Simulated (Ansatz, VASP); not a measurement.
## MnO in VASP and in Ansatz

INCAR

```
SYSTEM = MnO
  ALGO = Normal
  EDIFF = 1E-6
  ENCUT = 520
  GGA = PE
  ISIF = 2
  ISMEAR = -1
  ISPIN = 2
  LASPH = .True.
  LCHARG = .True.
  LELF = .True.
  LMAXMIX = 4
  LORBIT = 11
  LREAL = .False.
  LVHAR = .True.
  LWAVE = .False.
  MAGMOM = 4 0
  NBANDS = 20
  NELM = 150
  PREC = Accurate
  SIGMA = 0.05
```

The input KPOINTS:

```
k-points
0
Gamma
  10 10 10
  0 0 0
```

File POSCAR:

```
MnO
1.0
    0.0000000000      2.2655800279      2.2655800279
    2.2655800279      0.0000000000      2.2655800279
    2.2655800279      2.2655800279      0.0000000000
Mn O
1 1
Direct
    0.0000000000      0.0000000000      0.0000000000
    0.5000000000      0.5000000000      0.5000000000
```

File input.yaml:

```yaml
crystal:
  lattice:
    - [0.0, 2.2655800279, 2.2655800279]
    - [2.2655800279, 0.0, 2.2655800279]
    - [2.2655800279, 2.2655800279, 0.0]
  atoms:
    - { symbol: Mn, position: [0.0, 0.0, 0.0], spin: 4.0 }
    - { symbol: O, position: [0.5, 0.5, 0.5] }
hamiltonian:
  xc: pbe
  pseudopotentials: { kind: paw }
magnetization:
  spin_polarized: true
kpoints:
  mp_grid: { grid: [10, 10, 10] }
scf:
  occupations: { method: fermi_dirac, width: 0.05 }
output:
  forces: true
  stress: true
  eigenvalues: true
```

Alike in both runs: task single point; functional PBE; k mesh 10 × 10 × 10; occupations fermi-dirac, width 0.05 eV; collinear spin.

```csv
,VASP,Ansatz
version,VASP 6.6.1,Ansatz 0.2.0
potentials or method,"VASP PAW PBE potentials, release 64 (Mn_pv, O)",Ansatz PAW
plane-wave cutoff (eV),520,420
valence electrons in the cell,19,21
```

```tsv
	VASP	Ansatz	Ansatz less VASP
gap on the k mesh at the Fermi level (eV)	none	none	-
pressure (GPa)	-5.9	-6.0	-0.07
net moment per atom (μB)	2.44	2.44	0.000
size of the moment on the site where the two differ most (μB)	4.42	4.16	-0.259
```

Site moments also hang on the region over which each program counts them. A gap of «none» marks a metal or a gap that the smearing closes. The functional is the same, so the differences come from potentials, cutoffs and numerics. The two sets of potentials don't hold the same shells in valence.

Caveats: a cell with one magnetic atom can't hold antiferromagnetic order, which such compounds often take; semilocal functionals often make such compounds metallic where correlation or magnetic order opens a gap, which also shifts bond lengths; the pressure holds a Pulay correction of +0.6 GPa for the finite cutoff (Ansatz).
